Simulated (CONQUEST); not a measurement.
Ta:

```
CELL_PARAMETERS angstrom
3.30256 0.00000 0.00000
0.00000 3.30256 0.00000
0.00000 0.00000 3.30256
ATOMIC_POSITIONS crystal
Ta 0.00000 0.00000 0.00000
Ta 0.50000 0.50000 0.50000
```

* Program: CONQUEST 1.3
* Task: single point
* Functional: PBEsol
* Potentials or basis: PseudoDojo NC PBEsol, DZP, grid cutoff 120 Ha
* k mesh: 8 × 8 × 8
* Occupations: fermi-dirac, width 0.05 eV
* Spin: no spin polarisation

On this cell: pressure -3.3 GPa; largest force zero by symmetry; band gap on the k mesh none (metal or under the smearing width).

The same run follows on a disturbed copy (atoms of the box moved at random, drawn with an rms of 0.05 Å):

```xyz
2
Lattice="3.3026 0.0000 0.0000 0.0000 3.3026 0.0000 0.0000 0.0000 3.3026" Properties=species:S:1:pos:R:3 pbc="T T T"
Ta   -0.0018    0.0520   -0.0146
Ta    1.6286    1.6938    1.6067
```

Question: What does the disturbed cell give?

Answer: The energy (extrapolated to zero smearing) moves by +3.2 meV/atom; pressure -2.8 GPa; largest force 0.364 eV/Å; band gap on the k mesh none (metal or under the smearing width).

Forces on the atoms (eV/Å):
```
Ta  -0.198 -0.092 -0.282
Ta   0.199  0.089  0.291
```

Stress tensor (GPa, compression positive):
```
-3.11  0.03  0.02
 0.03 -2.32  0.01
 0.02  0.01 -2.90
```

Caveats: the box holds several primitive cells, so bands are folded and the points are those of the box's own zone; the basis of atomic orbitals isn't converged, which shifts pressures, moduli and gaps.
